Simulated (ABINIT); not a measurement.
GaN:

```
CELL_PARAMETERS angstrom
0.00000 2.25350 2.25350
2.25350 0.00000 2.25350
2.25350 2.25350 0.00000
ATOMIC_POSITIONS crystal
Ga 0.00000 0.00000 0.00000
N 0.25000 0.25000 0.25000
```

The cell is a database's computed one.

Base run:

- Program: ABINIT 10.8.3 (patched build)
- Functional: PBE0
- Potentials or basis: SPMS NC PBE v1.0
- Cutoff: 952 eV
- k mesh: 6 × 6 × 6
- Occupations: fermi-dirac, width 0.05 eV
- Spin: no spin polarisation

Its results: band gap on the k mesh 2.15 eV, direct.

Q: After a change of settings the same cell gave: band gap on the k mesh 4.55 eV, direct. Which change was it?
A. share of exact exchange from 0.05 to 0.15
B. functional from PBE0 to PBE-EpsX
C. share of exact exchange from 0.05 to 0.25
D. share of exact exchange from 0.05 to 0.35

A: D.

Caveats: exact exchange is summed on a coarse mesh, which widens gaps by tenths of an eV.

Runs at the PBE level aren't shown here.
